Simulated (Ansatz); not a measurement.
# MoS2 (R3m) in Ansatz: further runs

The runs below take MoS2 through band structure, with BLYP, r2SCAN, HSE06.

Program: Ansatz 0.2.0. These are calculated values, not measurements. Logs are shortened: lines on timing, memory, paths and dates and some standing lists are left out, and cuts for length are marked.

### Step 1. Starting point

Symmetry: R3m, No. 160, trigonal system. Conventional cell: a = 3.160 Å, b = 3.160 Å, c = 18.450 Å, α = 90.00°, β = 90.00°, γ = 120.00°. Mo (site symmetry 3m) is surrounded by 6 S at 2.39 Å. S (site symmetry 3m) has 3 Mo at 2.39 Å as nearest neighbours. Around S (site symmetry 3m) lie 3 Mo at 2.39 Å.

Measurements of this composition are mostly on another form, of space group No. 194.

### Step 2. Band structure, BLYP

File input.yaml:

```yaml
crystal:
  lattice:
    - [1.58, 0.9122134253, 6.15]
    - [-1.58, 0.9122134253, 6.15]
    - [0.0, -1.8244268506, 6.15]
  atoms:
    - { symbol: Mo, position: [0.0, 0.0, 0.0] }
    - { symbol: S, position: [0.417, 0.417, 0.417] }
    - { symbol: S, position: [0.25, 0.25, 0.25] }
hamiltonian:
  xc: blyp
  pseudopotentials: { kind: paw }
kpoints:
  mp_grid: { grid: [6, 6, 6] }
  band_path:
    path:
      - [[0.0, 0.0, 0.0], [0.5, 0.0, 0.0], [0.5, 0.181334009, -0.181334009]]
      - [[0.818665991, 0.5, 0.181334009], [0.5, 0.5, 0.5], [0.0, 0.0, 0.0], [0.3406670045, 0.0, -0.3406670045]]
      - [[0.6593329955, 0.3406670045, 0.0], [0.5, 0.5, 0.0], [0.6593329955, 0.6593329955, 0.181334009], [0.5, 0.5, 0.5]]
      - [[0.5, 0.0, 0.0], [0.818665991, 0.3406670045, 0.3406670045]]
    npoints: 14
scf:
  occupations: { method: fermi_dirac, width: 0.05 }
  n_extra_bands: 7
output:
  forces: true
  stress: true
  eigenvalues: true
  fatbands: false
```

Potentials or basis: Ansatz PAW.

On the command line:

```console
$ ansatz run input.yaml --threads 2 --pin off --max-ram 5632MiB --backend cpu --events-out ev --progress --plain --runs-dir out
```

Standard output:

```text
Warning: RAYON_NUM_THREADS=2 ignored (pool sized by the plan → 2); use --threads N
basis.fft_grid_basis auto: the FFT boxes are laid along the combinations [[1, 0, -1], [0, 1, -1], [0, 0, 1]] of the cell's own vectors, 3.160, 3.160 and 6.415 Å long. The dense box has 24×24×45 points. Along the cell's own vectors, as sized, it would have 45×45×45, 3.52 times as many. Of the 6 symmetry operations that the crystal satisfies within crystal.symmetry.tolerance (time reversal apart; of a slab, those that keep its plane) the dense box along the cell's own vectors carries 6, and the one as laid loses 4 of those. basis.fft_grid_basis: typed keeps the cell's own vectors: state it where this run's energies or levels are differenced outside the engine with another run's, or held beside a run that keeps those vectors.
scf.n_extra_bands = 7 over 13 filled bands (N_el = 26.0): the run solves 20 bands
Engine: ansatz 0.2.0, x86_64-unknown-linux-gnu
Pseudopotentials: kind: paw
Pseudopotential: Mo, paw, valence charge 14, recommended cutoff 420 eV (normal), Mo.paw.azcp
Pseudopotential: S, paw, valence charge 6, recommended cutoff 420 eV (normal), S.paw.azcp
Functional definition: BLYP
  parameter beta = 0.0042
  parameter a = 0.04918
  parameter b = 0.132
  parameter c = 0.2533
  parameter d = 0.349
  exchange = b88_x(beta = beta)
  correlation = lyp_c(a = a, b = b, c = c, d = d)
Crystal: 3 atoms, lattice volume = 53.184 Å³
Basis set: ecut = 420 eV, 1011 PW (Γ), FFT grids on a1−a3, a2−a3, a3, exchange–correlation on 48×48×90 points (8 copies of the dense FFT grid, shifted against one another)
Bands: 20, of which v1, the nominal top of the filled ones, is band 13 counted from 1 (12 counted from 0)
Symmetry: 6 space group operations
Space group: R3m (ITA 160), of the structure as read, at distance tolerance 3.8e-5 Å
k-points: 32 of 216 (time reversal used)
Non-local potential: Mo, projectors of the file, l = 0: 3, l = 1: 2, l = 2: 2, l = 3: 1
Non-local potential: S, projectors of the file, l = 0: 2, l = 1: 2, l = 2: 2
PAW form: soft (Blöchl's): semilocal exchange-correlation on the pseudo side does not see the compensation charge
PAW frozen core: Mo, regenerated for the run's functional, and the local potential with it (the file was generated under x = pbe(κ = 0.804, μ = 0.2195149727645171), c = pbe(β = 0.06672455060314922))
PAW frozen core: S, regenerated for the run's functional, and the local potential with it (the file was generated under x = pbe(κ = 0.804, μ = 0.2195149727645171), c = pbe(β = 0.06672455060314922))
PAW one-centre angular grid: Mo, 590 points (default); XC on 64 Gauss nodes
PAW one-centre angular grid: S, 110 points (default); XC on 64 Gauss nodes
Initial density: superposition of atomic densities (neutral atoms: chi_scale 0, normalization atom), corrected by the library's trained network
Initial wavefunctions: pseudopotential atomic-orbital guess
Functional: x = b88, c = lyp
SCF iter   1: F=—  HF=-6784.629550 eV  |F-HF|=—  |Δ(HF+E_count)|=         —  Δρ=1.20e-2  dr2=9.08e-2  ethr=1.77e-3  ⟨swp⟩=6.1  Hψ=3602  notcnv=0  defer=1
preconditioner: auto → none  [insulator: Δε(μ)=0.975 eV  Ē_g=10.600 eV  σ=0.050 eV  W_gap=1.00  n_scr=16 (ndim 8)  ℏωp=21.6 eV  f_vac=0.016  D(μ)=0.00/eV (n_scr^D=0)  ε∞_Penn≈5.2]
SCF iter   2: F=—  HF=-6784.635453 eV  |F-HF|=—  |Δ(HF+E_count)|=   5.90e-3  Δρ=1.12e-2  dr2=1.95e-1  ethr=3.49e-4  ⟨swp⟩=3.5  Hψ=1371  notcnv=0  defer=59
SCF iter   3: F=—  HF=-6784.612204 eV  |F-HF|=—  |Δ(HF+E_count)|=   2.32e-2  Δρ=5.20e-3  dr2=2.51e-2  ethr=3.49e-4  ⟨swp⟩=2.7  Hψ=970  notcnv=0  defer=59
SCF iter   4: F=—  HF=-6784.609679 eV  |F-HF|=—  |Δ(HF+E_count)|=   2.52e-3  Δρ=1.93e-3  dr2=1.95e-3  ethr=9.64e-5  ⟨swp⟩=1.1  Hψ=683  notcnv=0  defer=59
SCF iter   5: F=—  HF=-6784.609947 eV  |F-HF|=—  |Δ(HF+E_count)|=   2.67e-4  Δρ=5.74e-4  dr2=1.96e-4  ethr=7.51e-6  ⟨swp⟩=2.2  Hψ=744  notcnv=0  defer=59
SCF iter   6: F=—  HF=-6784.609955 eV  |F-HF|=—  |Δ(HF+E_count)|=   8.42e-6  Δρ=1.63e-4  dr2=3.48e-5  ethr=7.55e-7  ⟨swp⟩=2.1  Hψ=812  notcnv=0  defer=59
SCF iter   7: F=—  HF=-6784.609963 eV  |F-HF|=—  |Δ(HF+E_count)|=   7.42e-6  Δρ=6.99e-5  dr2=2.32e-6  ethr=1.34e-7  ⟨swp⟩=2.1  Hψ=793  notcnv=0  defer=59
SCF iter   8: F=-6784.609963 eV  HF=-6784.609963 eV  |F-HF|=4.08e-8  |Δ(HF+E_count)|=   5.42e-7  Δρ=1.86e-5  dr2=9.40e-8  ethr=3.85e-10  ⟨swp⟩=9.0  Hψ=3429  notcnv=0
SCF 1 converged in 8 iterations: F = -6784.609963 eV  dr2 = 9.40e-8
NSCF: frozen V_eff on 130 k-points
SCF converged after 8 iterations
Free energy (F): -6784.609963 eV
Harris-Foulkes:  -6784.609963 eV  (|F-HF|=4.08e-8)
Internal energy: -6784.609959 eV  (E = F + TS)
E sigma→0 (E₀):  -6784.609961 eV
Entropy (-TS):   -0.000004 eV (-0.001 meV/atom)
Fermi energy:    11.883811 eV
--- Per-component energies (eV) ---
  E_band       = -143.508652
  E_kinetic    = 661.673583
  E_local      = -1996.200287  (includes V_loc(G=0)·N_el)
  E_nonlocal   = 201.485251
  E_hartree    = 770.995782
  E_xc         = -374.722816
  E_vxc        = -398.191528  (∫ρ·V_xc dr)
  E_paw        = -4429.562904  (= ΣΔE_a)
  E_vpaw       = -154.274600  (= ΣTr[D̂ρ^β])
  E_aug_tail   = 0.000024  (compensation charges beyond the density's cutoff)
  E_ewald      = -1618.402598
  E_core_change = 0.124007  (= ΣΔE_core)
  E_smearing   = -0.000004  (= −TS)
  E_closure    = -0.000000  (closes the sum)
  Σ components = -6784.609963   (vs F -6784.609963, Δ=0.00e0)
--- Forces (eV/Å), atoms counted from 1 ---
  atom   1  Mo     0.00000000    -0.00000000     0.08373174
  atom   2  S     -0.00000000     0.00000000     0.85503587
  atom   3  S     -0.00000000    -0.00000000    -0.93884697
  max |Σ_I F_I| component: 7.94e-5 eV/Å
--- Stress (GPa, compression-positive) ---
       12.869828       0.000000       0.000000
        0.000000      12.869828       0.000000
        0.000000       0.000000      12.897149
  P = ⅓ Tr σ = 12.8789 GPa (128.789 kbar)
--- Band table (eV; the first three rows and the last of 32) ---
  k-point 0: bands = ["-50.1414", "-24.2870", "-24.0682", "-24.0682", "-3.5927", "-1.9116", "4.5985", "8.0293", "8.0293", "9.1391", "9.1391", "10.2204", "10.3395", "13.5048", "13.5048", "13.8883", "13.8883", "17.1677", "19.7687", "20.0948"]
  k-point 1: bands = ["-50.1312", "-24.2666", "-24.1703", "-24.0914", "-3.1831", "-1.7916", "5.0410", "7.3131", "8.0653", "8.4527", "8.5813", "10.1585", "10.3784", "12.9603", "13.5042", "13.5916", "14.0957", "18.6598", "20.1788", "20.7328"]
  k-point 2: bands = ["-50.1106", "-24.3696", "-24.2256", "-24.1375", "-2.2257", "-1.5167", "5.2654", "6.5267", "6.8262", "7.7661", "9.3630", "9.4395", "9.7477", "12.9213", "13.0565", "14.5719", "14.7739", "18.5302", "19.0207", "19.4073"]
  k-point 31: bands = ["-50.1415", "-24.2871", "-24.0682", "-24.0682", "-3.3477", "-2.3210", "5.5812", "8.0103", "8.0149", "8.0149", "9.1668", "9.1668", "11.4885", "13.5996", "13.5996", "13.7565", "13.7565", "17.2600", "20.2282", "21.4744"]
```

Run time: 3.6 s. Hardware: 2 threads of Intel Xeon Platinum 8488C (Sapphire Rapids), shared host; peak memory 0.39 GiB.

Results:

- Free energy: -6784.6100 eV
- Pressure: 12.9 GPa
- Largest force: 0.939 eV/Å
- Band gap on the k mesh: 0.92 eV, indirect (least direct gap 1.70 eV)
- Band gap along the path: 0.92 eV, indirect (least direct gap 1.70 eV)

Forces on the atoms (eV/Å):
```
Mo   0.000  0.000  0.084
S    0.000  0.000  0.855
S    0.000  0.000 -0.939
```

Levels at the corners of the path, in eV from the valence-band top:
```csv
point,band 9,band 10,band 11,band 12,band 13,band 14,band 15,band 16,band 17,band 18
Γ,-3.46,-2.35,-2.35,-1.27,-1.15,2.02,2.02,2.40,2.40,5.68
L,-4.98,-4.05,-2.35,-1.67,-1.42,1.53,1.98,3.46,3.48,5.36
B1,-4.77,-4.34,-3.73,-2.82,-0.80,0.96,2.32,2.96,4.19,6.49
B,-4.77,-4.34,-3.73,-2.82,-0.80,0.96,2.32,2.96,4.19,6.49
Z,-3.47,-3.47,-2.32,-2.32,0.00,2.11,2.11,2.27,2.27,5.77
Γ,-3.46,-2.35,-2.35,-1.27,-1.15,2.02,2.02,2.40,2.40,5.68
X,-4.82,-4.34,-3.65,-2.87,-0.79,0.93,2.32,2.94,4.20,6.39
Q,-4.82,-4.34,-3.65,-2.87,-0.79,0.93,2.32,2.94,4.20,6.39
F,-4.69,-3.98,-2.91,-1.85,-1.24,1.49,2.09,3.03,3.87,6.09
P1,-4.76,-3.99,-2.79,-1.81,-1.27,1.49,2.11,3.09,3.77,5.70
Z,-3.47,-3.47,-2.32,-2.32,0.00,2.11,2.11,2.27,2.27,5.77
L,-4.98,-4.05,-2.35,-1.67,-1.42,1.53,1.98,3.46,3.48,5.36
P,-4.76,-3.99,-2.79,-1.81,-1.27,1.49,2.11,3.09,3.77,5.70
```

Caveat: the PAW data sets come from PBE, with cores solved anew for the run's functional, which leaves a small shift of forces and pressure.

(Continued in part 2 of 2.)
